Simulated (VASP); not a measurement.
# CaO in VASP: one cell, several levels of theory

Aim: gap, levels, forces and stress of CaO built on the zincblende prototype, under +4.5 % equal strain in all directions at fixed geometry. Runs: PBE, r2SCAN. The results are then set beside those of Ansatz 0.2.0 for the same cell. This is a trial cell built on a prototype, not taken from a measured structure, and it needn't be the compound's ground state.

Code: VASP 6.6.1. PAW datasets, plane waves. The structure was generated, not taken from experiment, and needn't be the ground state; spin polarisation is off.

## 1. The system as given

The cell comes from an earlier relaxation with r2SCAN in another program.

Space group F-43m (No. 216), cubic; a = 5.447 Å in the conventional setting, 20.20 Å³ an atom. Near Ca stand 4 O at 2.36 Å; near O stand 4 Ca at 2.36 Å.

Structure file:

```cif
data_structure
_symmetry_space_group_name_H-M 'F-43m'
_symmetry_Int_Tables_number 216
_cell_length_a 5.4465
_cell_length_b 5.4465
_cell_length_c 5.4465
_cell_angle_alpha 90.000
_cell_angle_beta 90.000
_cell_angle_gamma 90.000
_cell_volume 161.57
loop_
_atom_site_label
_atom_site_type_symbol
_atom_site_symmetry_multiplicity
_atom_site_Wyckoff_symbol
_atom_site_fract_x
_atom_site_fract_y
_atom_site_fract_z
_atom_site_occupancy
Ca1 Ca 4 a 0.00000 0.00000 0.00000 1
O1 O 4 d 0.25000 0.25000 0.75000 1
```

## 2. PBE

INCAR

```
ENCUT = 520.000000
SIGMA = 0.020000
EDIFF = 1.00e-07
GGA = PE
PREC = Accurate
IBRION = -1
ISIF = 2
ISMEAR = -1
NBANDS = 15
NELM = 120
NSW = 0
LASPH = .TRUE.
LCHARG = .FALSE.
LWAVE = .FALSE.
LREAL = .FALSE.
```

KPOINTS

```
KPOINTS created by Atomic Simulation Environment
0
Gamma
8 8 8
0 0 0
```

KPOINTS_OPT

```
special points
6
Reciprocal
0.0000000000 0.0000000000 0.0000000000 1
-0.5000000000 -0.5000000000 0.0000000000 1
-0.3750000000 -0.3750000000 0.2500000000 1
-0.3750000000 0.0000000000 0.3750000000 1
0.0000000000 0.0000000000 0.5000000000 1
-0.5000000000 -0.2500000000 0.2500000000 1
```

POSCAR

```
Ca O
 1.0000000000000000
     0.0000000000000000    2.7232526504000001    2.7232526504000001
     2.7232526504000001    0.0000000000000000    2.7232526504000001
     2.7232526504000001    2.7232526504000001    0.0000000000000000
 Ca  O
   1   1
Cartesian
  0.0000000000000000  0.0000000000000000  0.0000000000000000
  1.3616263252000000  1.3616263252000000  1.3616263252000000
```

The run uses the recommended PBE PAW datasets (16 valence electrons a neutral cell).

Run with:

```sh
$ mpirun -np 1 vasp_std
```

Standard output, without the iteration lines:

```text
POSCAR found type information on POSCAR CaO
 POSCAR found :  2 types and       2 ions
 LDA part: xc-table for (Slater+PW92), standard interpolation
 POSCAR, INCAR and KPOINTS ok, starting setup
 FFT: planning ... GRIDC
 FFT: planning ... GRID_SOFT
 FFT: planning ... GRID
 WAVECAR not read
 entering main loop
 Start KPOINTS_OPT (optional k-point list driver)
k-point batch [1-6\6]
```

OSZICAR:

```text
N       E                     dE             d eps       ncg     rms          rms(c)
DAV:   1     0.123503574550E+03    0.12350E+03   -0.80826E+03   870   0.104E+03
DAV:   2    -0.859113673996E+01   -0.13209E+03   -0.12158E+03  1136   0.273E+02
DAV:   3    -0.147646524018E+02   -0.61735E+01   -0.61340E+01  1003   0.609E+01
DAV:   4    -0.149924225245E+02   -0.22777E+00   -0.22764E+00  1305   0.978E+00
DAV:   5    -0.149935892874E+02   -0.11668E-02   -0.11667E-02  1017   0.873E-01    0.971E+00
DAV:   6    -0.125230284542E+02    0.24706E+01   -0.94719E+00   968   0.248E+01    0.469E+00
DAV:   7    -0.123696834683E+02    0.15334E+00   -0.91213E-01  1006   0.836E+00    0.202E+00
DAV:   8    -0.123516815683E+02    0.18002E-01   -0.13725E-01   947   0.371E+00    0.405E-01
DAV:   9    -0.123516795890E+02    0.19792E-05   -0.60066E-03  1366   0.544E-01    0.180E-01
DAV:  10    -0.123540469761E+02   -0.23674E-02   -0.14815E-03   947   0.269E-01    0.549E-02
DAV:  11    -0.123540905974E+02   -0.43621E-04   -0.42479E-04  1108   0.138E-01    0.176E-02
DAV:  12    -0.123541081227E+02   -0.17525E-04   -0.54804E-05   968   0.736E-02    0.685E-03
DAV:  13    -0.123541066226E+02    0.15001E-05   -0.43649E-06  1087   0.218E-02    0.288E-03
DAV:  14    -0.123541067716E+02   -0.14898E-06   -0.10608E-06  1018   0.732E-03    0.456E-04
DAV:  15    -0.123541068677E+02   -0.96107E-07   -0.63452E-08   869   0.261E-03
   1 F= -.12354107E+02 E0= -.12354107E+02  d E =-.775872E-11
       N       E                     dE             ncg
DAV:   1    -0.244356505594E+03   -0.35057E+04      180
DAV:   2    -0.957837523934E+03   -0.71348E+03      229
DAV:   3    -0.987800666791E+03   -0.29963E+02      201
DAV:   4    -0.989047302712E+03   -0.12466E+01      278
DAV:   5    -0.989054825620E+03   -0.75229E-02      201
DAV:   6    -0.989054998820E+03   -0.17320E-03      277
DAV:   7    -0.989055000084E+03   -0.12634E-05      208
DAV:   8    -0.989055000118E+03   -0.34949E-07      197
```

The lines after F= are the extra pass for the points of KPOINTS_OPT, at fixed density; their E is not a total energy.

Parts of OUTCAR:

```text
k-points           NKPTS =     29   k-points in BZ     NKDIM =     29   number of bands    NBANDS=     15

   NELECT =      16.0000    total number of electrons

   dimension x,y,z NGX =    30 NGY =   30 NGZ =   30
   dimension x,y,z NGXF=    60 NGYF=   60 NGZF=   60

  energy-cutoff  :      520.00
  volume of cell :       40.39
      direct lattice vectors                 reciprocal lattice vectors
     0.000000000  2.723252650  2.723252650    -0.183603971  0.183603971  0.183603971
     2.723252650  0.000000000  2.723252650     0.183603971 -0.183603971  0.183603971
     2.723252650  2.723252650  0.000000000     0.183603971  0.183603971 -0.183603971

 k-points in reciprocal lattice and weights: KPOINTS created by Atomic Simulation Env
   0.00000000  0.00000000  0.00000000       0.002
   0.12500000  0.00000000  0.00000000       0.016
   0.25000000  0.00000000  0.00000000       0.016
   0.37500000  0.00000000  0.00000000       0.016
   0.50000000  0.00000000  0.00000000       0.008
   0.12500000  0.12500000  0.00000000       0.012
   0.25000000  0.12500000  0.00000000       0.047
   0.37500000  0.12500000  0.00000000       0.047
[... 21 more k-points ...]

 E-fermi :   0.3993

 k-point     1 :       0.0000    0.0000    0.0000
  band No.  band energies     occupation
      1     -37.8035      2.00000
      2     -18.7577      2.00000
      3     -18.7577      2.00000
      4     -18.7577      2.00000
      5     -14.6585      2.00000
      6      -0.4804      2.00000
      7      -0.4804      2.00000
      8      -0.4804      2.00000
      9       2.8248      0.00000
     10       7.3565      0.00000
     11       7.3565      0.00000
     12       8.6827      0.00000
     13       8.6827      0.00000
     14       8.6827      0.00000
     15      15.2222      0.00000

 k-point     2 :       0.1250    0.0000    0.0000
  band No.  band energies     occupation
      1     -37.8001      2.00000
      2     -18.8194      2.00000
      3     -18.7625      2.00000
      4     -18.7625      2.00000
      5     -14.5938      2.00000
      6      -0.6590      2.00000
      7      -0.4484      2.00000
      8      -0.4484      2.00000
      9       3.3336      0.00000
     10       7.2164      0.00000
     11       7.2164      0.00000
     12       8.4814      0.00000
     13       8.7981      0.00000
     14       8.7981      0.00000
     15      13.7220      0.00000

 k-point     3 :       0.2500    0.0000    0.0000
  band No.  band energies     occupation
      1     -37.7918      2.00000
      2     -18.9599      2.00000
      3     -18.7740      2.00000
      4     -18.7740      2.00000
      5     -14.4488      2.00000
      6      -0.8984      2.00000
      7      -0.3765      2.00000
      8      -0.3765      2.00000
      9       4.4004      0.00000
     10       7.0712      0.00000
     11       7.0712      0.00000
     12       8.0597      0.00000
     13       8.8619      0.00000
     14       8.8619      0.00000
     15      11.8440      0.00000

 k-point     4 :       0.3750    0.0000    0.0000
  band No.  band energies     occupation
      1     -37.7835      2.00000
      2     -19.0904      2.00000
      3     -18.7855      2.00000
      4     -18.7855      2.00000
      5     -14.3182      2.00000
      6      -0.9745      2.00000
      7      -0.3127      2.00000
      8      -0.3127      2.00000
      9       5.3132      0.00000
     10       7.1377      0.00000
     11       7.1377      0.00000
     12       7.6445      0.00000
     13       8.6864      0.00000
     14       8.6864      0.00000
     15      10.7897      0.00000

 k-point     5 :       0.5000    0.0000    0.0000
  band No.  band energies     occupation
      1     -37.7801      2.00000
      2     -19.1419      2.00000
      3     -18.7901      2.00000
      4     -18.7901      2.00000
      5     -14.2677      2.00000
      6      -0.9700      2.00000
      7      -0.2889      2.00000
      8      -0.2889      2.00000
      9       5.6461      0.00000
     10       7.2474      0.00000
     11       7.2474      0.00000
     12       7.4137      0.00000
     13       8.5241      0.00000
     14       8.5241      0.00000
     15      10.6147      0.00000

 k-point     6 :       0.1250    0.1250    0.0000
  band No.  band energies     occupation
      1     -37.7989      2.00000
      2     -18.8280      2.00000
      3     -18.7699      2.00000
      4     -18.7699      2.00000
      5     -14.5723      2.00000
      6      -0.7289      2.00000
      7      -0.4264      2.00000
      8      -0.4264      2.00000
      9       3.4971      0.00000
     10       6.8351      0.00000
     11       7.4701      0.00000
     12       8.6707      0.00000
     13       8.7192      0.00000
     14       8.7192      0.00000
     15      14.3563      0.00000

 k-point     7 :       0.2500    0.1250    0.0000
  band No.  band energies     occupation
      1     -37.7923      2.00000
      2     -18.9340      2.00000
      3     -18.7833      2.00000
      4     -18.7823      2.00000
      5     -14.4552      2.00000
      6      -0.9181      2.00000
      7      -0.3764      2.00000
      8      -0.3567      2.00000
      9       4.3510      0.00000
     10       6.4749      0.00000
     11       7.4817      0.00000
     12       8.3142      0.00000
     13       8.7594      0.00000
     14       8.9049      0.00000
     15      12.7203      0.00000

 k-point     8 :       0.3750    0.1250    0.0000
  band No.  band energies     occupation
      1     -37.7840      2.00000
      2     -19.0590      2.00000
      3     -18.8008      2.00000
      4     -18.7947      2.00000
      5     -14.3222      2.00000
      6      -0.9708      2.00000
      7      -0.3505      2.00000
      8      -0.2867      2.00000
      9       5.1821      0.00000
     10       6.4279      0.00000
     11       7.4672      0.00000
     12       8.0216      0.00000
     13       8.6448      0.00000
     14       8.9531      0.00000
     15      11.3049      0.00000

 k-point     9 :       0.5000    0.1250    0.0000
  band No.  band energies     occupation
      1     -37.7790      2.00000
      2     -19.1302      2.00000
      3     -18.8174      2.00000
      4     -18.7976      2.00000
      5     -14.2472      2.00000
      6      -0.9144      2.00000
      7      -0.3597      2.00000
      8      -0.2552      2.00000
      9       5.4446      0.00000
     10       6.6640      0.00000
     11       7.3424      0.00000
     12       7.9841      0.00000
     13       8.5699      0.00000
     14       8.9131      0.00000
     15      10.7347      0.00000

 k-point    10 :      -0.3750    0.1250    0.0000
  band No.  band energies     occupation
      1     -37.7801      2.00000
      2     -19.1133      2.00000
      3     -18.8215      2.00000
      4     -18.7902      2.00000
      5     -14.2637      2.00000
      6      -0.9065      2.00000
      7      -0.3719      2.00000
      8      -0.2734      2.00000
      9       5.3949      0.00000
     10       6.9347      0.00000
     11       7.0053      0.00000
     12       7.9294      0.00000
     13       8.7717      0.00000
     14       8.8367      0.00000
     15      10.8400      0.00000

 k-point    11 :      -0.2500    0.1250    0.0000
  band No.  band energies     occupation
      1     -37.7868      2.00000
      2     -19.0179      2.00000
      3     -18.8091      2.00000
      4     -18.7770      2.00000
      5     -14.3653      2.00000
      6      -0.9266      2.00000
      7      -0.3782      2.00000
      8      -0.3335      2.00000
      9       4.9312      0.00000
     10       6.7906      0.00000
     11       7.0719      0.00000
     12       8.0063      0.00000
     13       8.8089      0.00000
     14       8.9638      0.00000
     15      11.6595      0.00000

 k-point    12 :      -0.1250    0.1250    0.0000
  band No.  band energies     occupation
      1     -37.7950      2.00000
      2     -18.8958      2.00000
      3     -18.7845      2.00000
      4     -18.7655      2.00000
      5     -14.5031      2.00000
      6      -0.8242      2.00000
      7      -0.4073      2.00000
      8      -0.4065      2.00000
      9       4.0062      0.00000
     10       6.8867      0.00000
     11       7.2155      0.00000
     12       8.3278      0.00000
     13       8.7587      0.00000
     14       8.9566      0.00000
     15      12.9686      0.00000

[... the tables of k-points 13 to 29 left out ...]

  Total       -1.6589988     -1.6589988     -1.6589988      0.0000000     -0.0000000      0.0000000
  in kB      -65.8056013    -65.8056013    -65.8056013      0.0000000     -0.0000000      0.0000000
  external PRESSURE =     -65.8056013 kB  Pullay stress =       0.0000000 kB

 POSITION                                       TOTAL-FORCE (eV/Angst)
 -----------------------------------------------------------------------------------
      0.00000      0.00000      0.00000        -0.000000     -0.000000     -0.000000
      1.36163      1.36163      1.36163         0.000000      0.000000      0.000000
 -----------------------------------------------------------------------------------
    total drift:                                0.000000      0.000000      0.000000

  FREE ENERGIE OF THE ION-ELECTRON SYSTEM (eV)
  ---------------------------------------------------
  free  energy   TOTEN  =       -12.3541068677 eV

  energy  without entropy=      -12.3541068677  energy(sigma->0) =      -12.35410687
```

Hardware: 1 MPI rank of Intel Xeon Platinum 8488C, shared host.

The levels at the points of KPOINTS_OPT are read from vasprun.xml.

Levels at the named points, in eV from the top of band v (v: the last filled band by count, c: the next):

| point | v−1 | v | c | c+1 |
| --- | --- | --- | --- | --- |
| Γ | -0.42 | -0.42 | 2.88 | 7.41 |
| X | 0.00 | 0.00 | 4.67 | 6.20 |
| U | -0.26 | -0.06 | 4.77 | 6.30 |
| K | -0.26 | -0.06 | 4.77 | 6.30 |
| L | -0.23 | -0.23 | 5.70 | 7.30 |
| W | -0.47 | -0.01 | 4.72 | 6.07 |

PBE gives an indirect gap of 2.88 eV, from X to Γ; the least direct gap is 3.31 eV. Pressure: -6.58 GPa; the forces vanish within 0.01 eV/Å.

(Part 1 of 2 ends here.)
